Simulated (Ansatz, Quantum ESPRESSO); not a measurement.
Given: the input of a run of Quantum ESPRESSO 7.5 on Si2Ni. 

File pw.in:

```
&CONTROL
  calculation = 'scf'
  prefix = 'pwscf'
  outdir = './tmp'
  pseudo_dir = './pseudo'
  tprnfor = .true.
  tstress = .true.
  disk_io = 'low'
/
&SYSTEM
  ibrav = 0
  nat = 3
  ntyp = 2
  ecutwfc = 45
  ecutrho = 360
  nbnd = 23
  occupations = 'smearing'
  smearing = 'fd'
  degauss = 0.00367493
  nspin = 2
  starting_magnetization(1) = 0.0556
  starting_magnetization(2) = 0
/
&ELECTRONS
  conv_thr = 6d-10
  electron_maxstep = 120
  mixing_beta = 0.3
/
ATOMIC_SPECIES
Ni    58.6934 ni_pbesol_v1.4.uspp.F.UPF
Si    28.0850 si_pbesol_v1.uspp.F.UPF
CELL_PARAMETERS angstrom
   0.0000000000    2.7030000000    2.7030000000
   2.7030000000    0.0000000000    2.7030000000
   2.7030000000    2.7030000000    0.0000000000
ATOMIC_POSITIONS crystal
Ni     0.0000000000    0.0000000000    0.0000000000
Si     0.7500000000    0.7500000000    0.7500000000
Si     0.2500000000    0.2500000000    0.2500000000
K_POINTS automatic
9 9 9 0 0 0
```

Contents of pp_density.in:

```
&INPUTPP
  prefix = 'pwscf'
  outdir = './tmp'
  filplot = 'density.dat'
  plot_num = 0
/
&PLOT
  nfile = 1
  filepp(1) = 'density.dat'
  iflag = 3
  output_format = 6
  fileout = 'density.cube'
/
```

Contents of pp_potential.in:

```
&INPUTPP
  prefix = 'pwscf'
  outdir = './tmp'
  filplot = 'potential.dat'
  plot_num = 11
/
&PLOT
  nfile = 1
  filepp(1) = 'potential.dat'
  iflag = 3
  output_format = 6
  fileout = 'potential.cube'
/
```

Contents of pp_spin.in:

```
&INPUTPP
  prefix = 'pwscf'
  outdir = './tmp'
  filplot = 'spin.dat'
  plot_num = 6
/
&PLOT
  nfile = 1
  filepp(1) = 'spin.dat'
  iflag = 3
  output_format = 6
  fileout = 'spin.cube'
/
```

Potentials or basis: GBRV 1.5 PBEsol.

Command:

```sh
$ OMP_NUM_THREADS=1 mpirun -n 2 pw.x -nk 2 -in pw.in > pw.out
$ OMP_NUM_THREADS=1 mpirun -n 1 pp.x -in pp_density.in > pp_density.out
$ OMP_NUM_THREADS=1 mpirun -n 1 pp.x -in pp_potential.in > pp_potential.out
$ OMP_NUM_THREADS=1 mpirun -n 1 pp.x -in pp_spin.in > pp_spin.out
```

Problem. What does the same run look like in Ansatz 0.2.0? Potentials or basis there: Ansatz PAW, cutoff 420 eV.

Solution. As run (cutoffs and basis follow the program's own potentials, and thresholds, step limits or extra output files can differ):

Contents of input.yaml:

```yaml
crystal:
  lattice:
    - [0.0, 2.703, 2.703]
    - [2.703, 0.0, 2.703]
    - [2.703, 2.703, 0.0]
  atoms:
    - { symbol: Ni, position: [0.0, 0.0, 0.0], spin: 1.0 }
    - { symbol: Si, position: [0.75, 0.75, 0.75] }
    - { symbol: Si, position: [0.25, 0.25, 0.25] }
hamiltonian:
  xc: pbesol
  pseudopotentials: { kind: paw }
magnetization:
  spin_polarized: true
kpoints:
  mp_grid: { grid: [9, 9, 9] }
scf:
  occupations: { method: fermi_dirac, width: 0.05 }
output:
  forces: true
  stress: true
  eigenvalues: true
```

Potentials or basis: Ansatz PAW.

Launch:

```bash
$ ansatz run input.yaml --threads 1 --pin off --max-ram 3584MiB --backend cpu --events-out ev --progress --plain --runs-dir out
```

Both were run:

|  | Quantum ESPRESSO | Ansatz |
| --- | --- | --- |
| Pressure | -0.8 GPa | -0.9 GPa |
| Net moment | 0.00 μB per cell | 0.00 μB per cell |
| Absolute moment | 0.00 μB per cell | 0.00 μB per cell |

Ansatz's pressure holds a Pulay term of +0.05 GPa for its cutoff of 420 eV, which the other run lacks.

Ansatz's potentials were made for PBE.

Where Ansatz's input types no cutoff or centring, it takes its own default and a Γ-centred mesh.

The magnetic state is the one that the start led to; the real crystal's order can differ.

Pressure is positive in compression.
